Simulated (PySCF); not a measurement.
Molecule: Maleic Anhydride, C4H2O3.

Molfile (atoms numbered from 1):
```
C4H2O3
     RDKit          3D

  9  9  0  0  0  0  0  0  0  0999 V2000
   -2.2129   -1.1438   -0.2074 O   0  0  0  0  0  0  0  0  0  0  0  0
   -1.1148   -0.6951   -0.2774 C   0  0  0  0  0  0  0  0  0  0  0  0
   -0.6740    0.7070   -0.5186 C   0  0  0  0  0  0  0  0  0  0  0  0
    0.6611    0.7213   -0.5199 C   0  0  0  0  0  0  0  0  0  0  0  0
    1.1327   -0.6710   -0.2803 C   0  0  0  0  0  0  0  0  0  0  0  0
    2.2403   -1.0961   -0.2140 O   0  0  0  0  0  0  0  0  0  0  0  0
    0.0175   -1.4644   -0.1376 O   0  0  0  0  0  0  0  0  0  0  0  0
   -1.3810    1.5225   -0.6613 H   0  0  0  0  0  0  0  0  0  0  0  0
    1.3501    1.5521   -0.6638 H   0  0  0  0  0  0  0  0  0  0  0  0
  1  2  2  0
  2  3  1  0
  3  4  2  0
  4  5  1  0
  5  6  2  0
  5  7  1  0
  7  2  1  0
  3  8  1  0
  4  9  1  0
M  END
```

Geometry PBE0-D3(BJ)/def2-SVP throughout; GIAO in PySCF, gas phase, one conformer, non-relativistic; equivalent atoms averaged; functional PBE0.

Q: How do the shifts δ (against H2O, TMS at the same level) depend on the basis set? (ppm; last column core-seconds on shared hosts with different chips, so compare them loosely)

A: 
| basis set | functions | O1/O6 | O7 | C2/C5 | C3/C4 | H8/H9 | core-s |
| --- | --- | --- | --- | --- | --- | --- | --- |
| STO-3G | 37 | 445.4 | 174.0 | 116.9 | 111.5 | 6.75 | 2.6 |
| pcSseg-0 | 67 | 577.1 | 309.9 | 180.2 | 148.5 | 6.99 | 5 |
| 6-31G | 67 | 491.4 | 276.2 | 160.6 | 132.4 | 6.89 | 4.7 |
| 6-31G* | 102 | 442.9 | 261.3 | 155.4 | 131.0 | 6.49 | 7 |
| cc-pVDZ | 108 | 470.7 | 286.3 | 161.1 | 136.0 | 6.55 | 9.9 |
| def2-SVP | 108 | 478.7 | 285.2 | 160.6 | 134.9 | 6.56 | 11 |
| pcSseg-1 | 129 | 507.4 | 305.8 | 168.3 | 143.1 | 6.82 | 8.9 |
| aug-cc-pVDZ | 179 | 453.8 | 286.2 | 163.6 | 135.3 | 6.93 | 26 |
| 6-311+G(2d,p) | 201 | 475.8 | 300.7 | 167.6 | 141.5 | 6.90 | 18 |
| def2-TZVP | 229 | 484.9 | 305.8 | 169.1 | 143.0 | 6.89 | 32 |
| cc-pVTZ | 238 | 485.2 | 302.5 | 168.2 | 141.7 | 6.86 | 33 |
| IGLO-III | 265 | 488.5 | 308.0 | 171.9 | 146.3 | 6.90 | 42 |

Q: Which nucleus moves most, in ppm?

A: O7 (ester alkoxy oxygen): from 174.0 ppm with STO-3G to 309.9 ppm with pcSseg-0. The smallest spread is 0.50 ppm, at H8/H9. Proton shifts span only some 12 ppm, so a few tenths of a ppm matter as much there as several ppm in carbon.

Q: Taking the largest basis, IGLO-III (265 functions), as the yardstick, rank the others by their worst heavy-atom deviation.

A: def2-TZVP 3.6 ppm (229 functions), cc-pVTZ 5.5 ppm (238 functions), 6-311+G(2d,p) 12.7 ppm (201 functions), pcSseg-1 18.9 ppm (129 functions), cc-pVDZ 21.6 ppm (108 functions), def2-SVP 22.8 ppm (108 functions), 6-31G 31.8 ppm (67 functions), aug-cc-pVDZ 34.7 ppm (179 functions), 6-31G* 46.6 ppm (102 functions), pcSseg-0 88.6 ppm (67 functions), STO-3G 134.0 ppm (37 functions).

A small basis that lands close on one nucleus may do so by chance; judge by the trend and by all nuclei.
